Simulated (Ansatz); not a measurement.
**Ga: how the settings move a single-point run**

How sensitive is a single-point run of Ga to its settings? A reference run comes first, then one run with altered input.

Program: Ansatz 0.2.0. Level of theory: reference: DFT, PBE, PAW with Ansatz's default frozen-core files, scalar-relativistic. These are calculated values, not measurements.

### 1 Starting point

It takes space group I4/mmm (No. 139, tetragonal). The conventional cell has a = 2.780 Å, b = 2.780 Å, c = 4.413 Å, α = 90.00°, β = 90.00°, γ = 90.00°. Ga (site symmetry 4/mmm) has 12 Ga at 2.78 to 2.95 Å as nearest neighbours.

As a file:

```cif
data_structure
_symmetry_space_group_name_H-M 'P 1'
_symmetry_Int_Tables_number 1
_cell_length_a 2.9550
_cell_length_b 2.9550
_cell_length_c 2.9550
_cell_angle_alpha 123.888
_cell_angle_beta 123.888
_cell_angle_gamma 83.388
_cell_volume 17.05
loop_
_atom_site_label
_atom_site_type_symbol
_atom_site_fract_x
_atom_site_fract_y
_atom_site_fract_z
_atom_site_occupancy
Ga1 Ga 0.00000 0.00000 0.00000 1
```

### 2 The reference run

File input.yaml:

```yaml
crystal:
  lattice:
    - [-1.3898172122, 1.3898172122, 2.206483309]
    - [1.3898172122, -1.3898172122, 2.206483309]
    - [1.3898172122, 1.3898172122, -2.206483309]
  atoms:
    - { symbol: Ga, position: [0.0, 0.0, 0.0] }
kpoints:
  mp_grid: { grid: [16, 16, 16] }
scf:
  occupations: { method: fermi_dirac, width: 0.03 }
hamiltonian:
  xc: pbe
  pseudopotentials: { kind: paw }
output:
  forces: true
  stress: true
  eigenvalues: true
  efg: { contact_densities: true }
```

The run is started by

```console
$ ansatz run input.yaml --threads 1 --pin off --max-ram 2048MiB --backend cpu --events-out ev --progress --plain --runs-dir out
```

### 3 Changing settings: symmetry.detect false, scf.algorithm direct_min

input.yaml: that of step 2 with these lines changed.

```diff
@@ -7,2 +7,3 @@
     - { symbol: Ga, position: [0.0, 0.0, 0.0] }
+  symmetry: { detect: false }
 kpoints:
@@ -11,2 +12,3 @@
   occupations: { method: fermi_dirac, width: 0.03 }
+  algorithm: direct_min
 hamiltonian:
```

What does the calculation give? Wanted: for each run, ending; energy change; pressure; gap; force.

**Answer**, as computed:

| run | ending | energy change | pressure (GPa) | gap (eV) | force (eV/Å) | cycles | time |
| --- | --- | --- | --- | --- | --- | --- | --- |
| reference | converged | 0 | 6.7 | 0.00 | 0.00 | 6 | 3.9 s |
| 1: symmetry.detect false, scf.algorithm direct_min | converged | 0.0 meV/atom | 6.7 | 0.00 | 0.00 | 3 | 41 s |

Residual by cycle in the longest SCF loop of each run; runs are numbered as in the table. The quantity is the density residual dr2, in eV.

| cycle | reference | run 1 |
| --- | --- | --- |
| 1 | 5.3e-5 | 2.9e-5 |
| 2 | 3.3e-5 | 3.3e-7 |
| 3 | 8.0e-6 | 6.6e-9 |
| 4 | 1.5e-6 | - |
| 5 | 3.3e-7 | - |
| 6 | 5.3e-8 | - |

**Reading.** The changed use of symmetry and solver doesn't alter the result here (within 0.5 meV/atom). Cost: 3 SCF cycles against 6, 41 s against 3.9 s.
